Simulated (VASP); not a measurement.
# I (Im-3m) in VASP: single point with LDA

Aim: the single point of I with LDA.

Program: VASP 6.6.1. These are calculated values, not measurements. Logs are shortened: lines on timing, memory, paths and dates and some standing lists are left out, and cuts for length are marked.

## (1) Starting point

The structure is cubic, space group Im-3m (No. 229). The conventional cell has a = 4.179 Å, b = 4.179 Å, c = 4.179 Å, α = 90.00°, β = 90.00°, γ = 90.00°. I (site symmetry m-3m) is surrounded by 8 I at 3.62 Å.

The real solid is made of molecules; this cell is a model form.

## (2) Single point, LDA

The input, INCAR:

```
PREC     = Accurate       # precision mode
ENCUT    = 520            # plane-wave cutoff, eV
EDIFF    = 1E-7           # SCF threshold, eV
ISMEAR   = -1             # smearing method
SIGMA    = 0.1            # smearing width, eV
LREAL    = F              # projectors in reciprocal space
LASPH    = T              # aspherical terms in the spheres
NELM     = 100            # most SCF steps
ALGO     = Fast           # electronic algorithm
ISIF     = 2              # what is computed and relaxed
LWAVE    = F              # write WAVECAR
LCHARG   = F              # write CHGCAR
GGA      = CA             # functional
NBANDS   = 10             # bands
```

The input, KPOINTS:

```
Automatic mesh
0
Gamma
  7 7 7
```

The input, POSCAR:

```
I
1.0
   -2.0893750000      2.0893750000      2.0893750000
    2.0893750000     -2.0893750000      2.0893750000
    2.0893750000      2.0893750000     -2.0893750000
I
1
Direct
    0.0000000000      0.0000000000      0.0000000000
```

Potentials or basis: VASP PAW LDA potentials, release 64 (I).

Started as:

```
> cat potpaw_LDA.64/I/POTCAR > POTCAR
> mpirun -np 1 vasp_std > vasp.out
```

OUTCAR:

```text
PREC = Accurate
   ENCUT = 520
   EDIFF = 1E-7
   ISMEAR = -1
   LREAL = F
   LASPH = T
   NELM = 100
   ISIF = 2
   GGA = CA

 ion  position               nearest neighbor table
   1  0.000  0.000  0.000-

  LATTYP: Found a body centered cubic cell.
 ALAT       =     4.1787500000

  Lattice vectors:

 A1 = (  -2.0893750000,   2.0893750000,   2.0893750000)
 A2 = (   2.0893750000,  -2.0893750000,   2.0893750000)
 A3 = (   2.0893750000,   2.0893750000,  -2.0893750000)

Analysis of symmetry for initial positions (statically):
=====================================================================
 Subroutine PRICEL returns:
 Original cell was already a primitive cell.

 Routine SETGRP: Setting up the symmetry group for a
 body centered cubic supercell.

 Subroutine GETGRP returns: Found 48 space group operations
 (whereof 48 operations were pure point group operations)
 out of a pool of 48 trial point group operations.

The static configuration has the point symmetry O_h .

Analysis of symmetry for dynamics (positions and initial velocities):
=====================================================================
 Subroutine PRICEL returns:
 Original cell was already a primitive cell.

 Routine SETGRP: Setting up the symmetry group for a
 body centered cubic supercell.

 Subroutine GETGRP returns: Found 48 space group operations
 (whereof 48 operations were pure point group operations)
 out of a pool of 48 trial point group operations.

The dynamic configuration has the point symmetry O_h .

 Subroutine INISYM returns: Found 48 space group operations
 (whereof 48 operations are pure point group operations),
 and found     1 'primitive' translations

----------------------------------------------------------------------------------------

                                     Primitive cell

  volume of cell :      36.4846

  direct lattice vectors                    reciprocal lattice vectors
    -2.089375000  2.089375000  2.089375000     0.000000000  0.239306013  0.239306013
     2.089375000 -2.089375000  2.089375000     0.239306013  0.000000000  0.239306013
     2.089375000  2.089375000 -2.089375000     0.239306013  0.239306013  0.000000000

  length of vectors
     3.618903656  3.618903656  3.618903656     0.338429809  0.338429809  0.338429809

  position of ions in fractional coordinates (direct lattice)
     0.000000000  0.000000000  0.000000000

  ion indices of the primitive-cell ions
   primitive index   ion index
                 1           1

----------------------------------------------------------------------------------------

 KPOINTS: Automatic mesh

Automatic generation of k-mesh.
 Grid dimensions read from file:
 generate k-points for:    7    7    7

 Generating k-lattice:

  Cartesian coordinates                     Fractional coordinates (reciprocal lattice)
     0.000000000  0.034186573  0.034186573     0.142857143  0.000000000  0.000000000
     0.034186573  0.000000000  0.034186573     0.000000000  0.142857143  0.000000000
     0.034186573  0.034186573  0.000000000     0.000000000  0.000000000  0.142857143

  Length of vectors
     0.048347116  0.048347116  0.048347116

  Shift w.r.t. Gamma in fractional coordinates (k-lattice)
     0.000000000  0.000000000  0.000000000

 Subroutine IBZKPT returns following result:
 ===========================================

 Found     20 irreducible k-points:

 Following reciprocal coordinates:
            Coordinates               Weight
  0.000000  0.000000  0.000000      1.000000
  0.142857  0.000000  0.000000     12.000000
  0.285714  0.000000  0.000000     12.000000
  0.428571  0.000000  0.000000     12.000000
  0.142857  0.142857  0.000000     24.000000
  0.285714  0.142857  0.000000     48.000000
[... 12 lines left out ...]
 -0.428571 -0.428571  0.285714      8.000000
 -0.428571  0.428571  0.428571      6.000000
   k-points           NKPTS =     20   k-points in BZ     NKDIM =     20   number of bands    NBANDS=     10
   number of dos      NEDOS =    301   number of ions     NIONS =      1
   total plane-waves  NPLWV =  21952
   dimension x,y,z NGX =    28 NGY =   28 NGZ =   28
   dimension x,y,z NGXF=    56 NGYF=   56 NGZF=   56
   ions per type =               1
   NGX,Y,Z   is equivalent  to a cutoff of  12.86, 12.86, 12.86 a.u.
   NGXF,Y,Z  is equivalent  to a cutoff of  25.73, 25.73, 25.73 a.u.
 SYSTEM =  unknown system
   PREC   = accura    normal or accurate (medium, high low for compatibility)
   ISTART =      0    job   : 0-new  1-cont  2-samecut
   ICHARG =      2    charge: 1-file 2-atom 10-const
   ISPIN  =      1    spin polarized calculation?
   LNONCOLLINEAR =      F non collinear calculations
   LSORBIT =      F    spin-orbit coupling
   LASPH  =      T    aspherical Exc in radial PAW
   ENCUT  =  520.0 eV  38.22 Ry    6.18 a.u.   6.73  6.73  6.73*2*pi/ulx,y,z
   NELM   =    100;   NELMIN=  2; NELMDL= -5     # of ELM steps
   EDIFF  = 0.1E-06   stopping-criterion for ELM
   LREAL  =      F    real-space projection
   EDIFFG = 0.1E-05   stopping-criterion for IOM
   NSW    =      0    number of steps for IOM
   IBRION =     -1    ionic relax: 0-MD 1-quasi-New 2-CG
   NFREE  =      0    steps in history (QN), initial steepest desc. (CG)
   ISIF   =      2    stress and relaxation
   ISYM   =      2    0-nonsym 1-usesym 2-fastsym
   POTIM  = 0.5000    time-step for ionic-motion
   TEBEG  =    0.0;   TEEND  =   0.0 temperature during run
   PSTRESS=    0.0 pullay stress
   NELECT =       7.0000    total number of electrons
   NUPDOWN=      -1.0000    fix difference up-down
   EMIN   =  10.00;   EMAX   =-10.00  energy-range for DOS
   EFERMI =   0.00;   METHOD = LEGACY
   ISMEAR =    -1;   SIGMA  =   0.10  broadening in eV -4-tet -1-fermi 0-gaus
   EFERMI_NEDOS =   21; number of points for ismear=-14 and -15
   IALGO  =     68    algorithm
   IMIX   =      4    mixing-type and parameters
     AMIX     =   0.40;   BMIX     =  1.00
     AMIX_MAG =   1.60;   BMIX_MAG =  1.00
  volume/ion in A,a.u.               =      36.48       246.21
  Fermi-wavevector in a.u.,A,eV,Ry     =   0.944215  1.784309 12.130177  0.891543
  Thomas-Fermi vector in A             =   2.071999
   LORBIT       =      0    0 simple, 1 ext, 2 COOP (PROOUT), +10 PAW based schemes
   GGA     = CA    functional components
   LHFCALC =     F    Hartree Fock is set to
   AEXX    =    0.0000 exact exchange contribution
   IVDW    =     0    specifies the selected vdW correction
   LEPSILON=     F    determine dielectric tensor
   LRPA    =     F    only Hartree local field effects (RPA)
 non-spin polarized calculation
 RMM-DIIS sequential band-by-band and
  energy-cutoff  :      520.00
  volume of cell :       36.48
 maximum number of plane-waves:       992
   NGX = 13   NGY = 13   NGZ = 13

 number of electron       7.0000000 magnetization

 Free energy of the ion-electron system (eV)
  ---------------------------------------------------
  ext. energy  EPLUGINS =         0.00000000
  ---------------------------------------------------
  free energy    TOTEN  =        -1.65327869 eV

  energy without entropy =       -1.59732712  energy(sigma->0) =       -1.62530291

 E-fermi :   3.8960     XC(G=0):  -9.1979

 val. band max:        3.8779701768   @ k =   0.2857   0.2857   0.0000
 cond. band min:       3.9805228599   @ k =  -0.1429   0.1429   0.1429
 fundamental gap:      0.1025526831
 Fermi energy:         3.8960016129

 k-point     1 :       0.0000    0.0000    0.0000
  band No.  band energies     occupation
      1      -9.3760      2.00000
      2       4.7393      0.00043
      3       4.7393      0.00043
      4       4.7393      0.00043
      5      10.5538      0.00000
      6      13.7162      0.00000
      7      13.7162      0.00000
      8      13.7162      0.00000
      9      15.8802      0.00000
     10      15.8802      0.00000

 k-point     2 :       0.1429    0.0000    0.0000
  band No.  band energies     occupation
      1      -9.1678      2.00000
      2       3.4373      1.97984
      3       4.3699      0.01734
      4       4.6826      0.00077
      5      11.3962      0.00000
      6      12.8396      0.00000
      7      13.2596      0.00000
      8      14.6876      0.00000
      9      15.1292      0.00000
     10      15.2167      0.00000

 k-point     3 :       0.2857    0.0000    0.0000
  band No.  band energies     occupation
      1      -8.6293      2.00000
      2       1.2959      2.00000
      3       3.6844      1.78484
      4       4.5491      0.00291
      5      10.4967      0.00000
      6      11.7645      0.00000
      7      14.6686      0.00000
      8      15.2683      0.00000
      9      16.7234      0.00000
     10      17.1549      0.00000

 k-point     4 :       0.4286    0.0000    0.0000
  band No.  band energies     occupation
      1      -8.0909      2.00000
      2      -0.1831      2.00000
      3       3.2285      1.99748
      4       4.4374      0.00887
      5       9.6922      0.00000
      6      11.1843      0.00000
      7      16.1985      0.00000
      8      16.3433      0.00000
      9      17.8699      0.00000
     10      18.5379      0.00000

 k-point     5 :       0.1429    0.1429    0.0000
  band No.  band energies     occupation
      1      -8.7916      2.00000
      2       1.9911      2.00000
      3       3.7687      1.56258
      4       4.3557      0.01996
      5      11.5343      0.00000
      6      12.2034      0.00000
      7      13.3516      0.00000
      8      14.6440      0.00000
      9      16.5284      0.00000
     10      17.0554      0.00000

 k-point     6 :       0.2857    0.1429    0.0000
  band No.  band energies     occupation
      1      -8.2307      2.00000
      2       0.4906      2.00000
      3       2.8536      1.99994
      4       4.1291      0.17725
      5      10.7188      0.00000
      6      11.9513      0.00000
      7      14.3731      0.00000
      8      16.1201      0.00000
      9      17.8172      0.00000
     10      18.4931      0.00000
[... 131 lines left out ...]
 k-point    17 :      -0.2857    0.2857    0.2857
  band No.  band energies     occupation
      1      -7.9957      2.00000
      2       1.3761      2.00000
      3       2.5225      2.00000
      4       2.5225      2.00000
      5       9.8584      0.00000
      6      12.8305      0.00000
      7      14.9168      0.00000
      8      14.9168      0.00000
      9      16.0411      0.00000
     10      17.1820      0.00000

 k-point    18 :      -0.4286    0.4286    0.2857
  band No.  band energies     occupation
      1      -7.5632      2.00000
      2       0.6864      2.00000
      3       2.0384      2.00000
      4       2.3624      2.00000
      5       9.5400      0.00000
      6      11.0707      0.00000
      7      14.8592      0.00000
      8      15.1097      0.00000
      9      19.0640      0.00000
     10      19.4405      0.00000

 k-point    19 :      -0.4286   -0.4286    0.2857
  band No.  band energies     occupation
      1      -7.3725      2.00000
      2       1.0935      2.00000
      3       1.0935      2.00000
      4       2.4253      2.00000
      5       9.6332      0.00000
      6       9.6332      0.00000
      7      14.6965      0.00000
      8      18.3401      0.00000
      9      18.3401      0.00000
     10      20.0991      0.00000

 k-point    20 :      -0.4286    0.4286    0.4286
  band No.  band energies     occupation
      1      -7.2188      2.00000
      2       1.2810      2.00000
      3       1.5467      2.00000
      4       1.5467      2.00000
      5       8.5579      0.00000
      6       9.0896      0.00000
      7      18.0555      0.00000
      8      18.0555      0.00000
      9      18.8952      0.00000
     10      19.1810      0.00000

------------------------ aborting loop because EDIFF is reached ----------------------------------------

  FORCE on cell =-STRESS in cart. coord.  units (eV):
  Direction    XX          YY          ZZ          XY          YZ          ZX
  --------------------------------------------------------------------------------------
  -------------------------------------------------------------------------------------
  Total       -0.7716138     -0.7716138     -0.7716138      0.0000000     -0.0000000      0.0000000
  in kB      -33.8845238    -33.8845238    -33.8845238      0.0000000     -0.0000000      0.0000000
  external PRESSURE =     -33.8845238 kB  Pullay stress =       0.0000000 kB

 VOLUME and BASIS-vectors are now :
 -----------------------------------------------------------------------------
  energy-cutoff  :      520.00
  volume of cell :       36.48
      direct lattice vectors                 reciprocal lattice vectors
    -2.089375000  2.089375000  2.089375000     0.000000000  0.239306013  0.239306013
     2.089375000 -2.089375000  2.089375000     0.239306013  0.000000000  0.239306013
     2.089375000  2.089375000 -2.089375000     0.239306013  0.239306013  0.000000000

 POSITION                                       TOTAL-FORCE (eV/Angst)
 -----------------------------------------------------------------------------------
      0.00000      0.00000      0.00000         0.000000     -0.000000      0.000000
 -----------------------------------------------------------------------------------
    total drift:                                0.000000      0.000000      0.000000

  FREE ENERGIE OF THE ION-ELECTRON SYSTEM (eV)
  ---------------------------------------------------
  free  energy   TOTEN  =        -1.6532786938 eV

  energy  without entropy=       -1.5973271189  energy(sigma->0) =       -1.62530291
```

It used 5.9 s of CPU time on 1 thread of Intel(R) Xeon(R) Platinum 8488C (Sapphire Rapids), with other jobs on the host, which was overloaded at the time.

What came out:

```yaml
Free_energy: -1.6533 eV
Pressure: -3.4 GPa
Band_gap_on_the_k_mesh: none (metal or under the smearing width)
```

Levels at points of the mesh, in eV from the Fermi level:
| k point | band 2 | band 3 | band 4 | band 5 | band 6 | band 7 |
| --- | --- | --- | --- | --- | --- | --- |
| (0.00, 0.00, 0.00) | 0.84 | 0.84 | 0.84 | 6.66 | 9.82 | 9.82 |

Caveat: an odd number of electrons without spin polarisation forces a metal; a magnetic or distorted state may lie lower.
